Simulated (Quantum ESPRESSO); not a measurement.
Wanted: the native input for a Quantum ESPRESSO 7.5 run.

```yaml
Task: single point
Functional: PBEsol
Potentials_or_basis: GBRV 1.5 PBEsol
Cutoff: 612 eV
Density_cutoff: 4898 eV
k_mesh: 8 × 8 × 8
Occupations: fermi-dirac, width 0.05 eV
Spin: no spin polarisation
Mixing_beta: 0.5
Most_SCF_iterations: 120
SCF_threshold: 4e-10 Ry
```

PbS (Galena):

```xyz
2
Lattice="0.0000 2.9657 2.9657 2.9657 0.0000 2.9657 2.9657 2.9657 0.0000" Properties=species:S:1:pos:R:3 pbc="T T T"
Pb    0.0000    0.0000    0.0000
S     2.9657    2.9657    2.9657
```

These files were run (other wordings do the same):

pw.in

```
&CONTROL
  calculation = 'scf'
  prefix = 'pwscf'
  outdir = './tmp'
  pseudo_dir = './pseudo'
  tprnfor = .true.
  tstress = .true.
  disk_io = 'low'
/
&SYSTEM
  ibrav = 0
  nat = 2
  ntyp = 2
  ecutwfc = 45
  ecutrho = 360
  nbnd = 16
  occupations = 'smearing'
  smearing = 'fd'
  degauss = 0.00367493
/
&ELECTRONS
  conv_thr = 4d-10
  electron_maxstep = 120
  mixing_beta = 0.5
/
ATOMIC_SPECIES
Pb   207.2000 pb_pbesol_v1.uspp.F.UPF
S     32.0600 s_pbesol_v1.4.uspp.F.UPF
CELL_PARAMETERS angstrom
   0.0000000000    2.9657500000    2.9657500000
   2.9657500000    0.0000000000    2.9657500000
   2.9657500000    2.9657500000    0.0000000000
ATOMIC_POSITIONS crystal
Pb     0.0000000000    0.0000000000    0.0000000000
S      0.5000000000    0.5000000000    0.5000000000
K_POINTS automatic
8 8 8 0 0 0
```

pp_density.in

```
&INPUTPP
  prefix = 'pwscf'
  outdir = './tmp'
  filplot = 'density.dat'
  plot_num = 0
/
&PLOT
  nfile = 1
  filepp(1) = 'density.dat'
  iflag = 3
  output_format = 6
  fileout = 'density.cube'
/
```

pp_potential.in

```
&INPUTPP
  prefix = 'pwscf'
  outdir = './tmp'
  filplot = 'potential.dat'
  plot_num = 11
/
&PLOT
  nfile = 1
  filepp(1) = 'potential.dat'
  iflag = 3
  output_format = 6
  fileout = 'potential.cube'
/
```

Potentials or basis: GBRV 1.5 PBEsol.

Launch:

```console
$ OMP_NUM_THREADS=1 mpirun -n 2 pw.x -nk 2 -in pw.in > pw.out
$ OMP_NUM_THREADS=1 mpirun -n 1 pp.x -in pp_density.in > pp_density.out
$ OMP_NUM_THREADS=1 mpirun -n 1 pp.x -in pp_potential.in > pp_potential.out
```

It gave:

The pressure is -1.0 GPa and the band gap on the k mesh is 0.26 eV, direct.

Caveat: spin-orbit coupling is left out, which as a rule narrows the gap of such compounds by several tenths of an eV.

Run time: 18 s on 2 MPI ranks on Arm Neoverse V1, on a shared host, peak memory 0.26 GiB a rank.
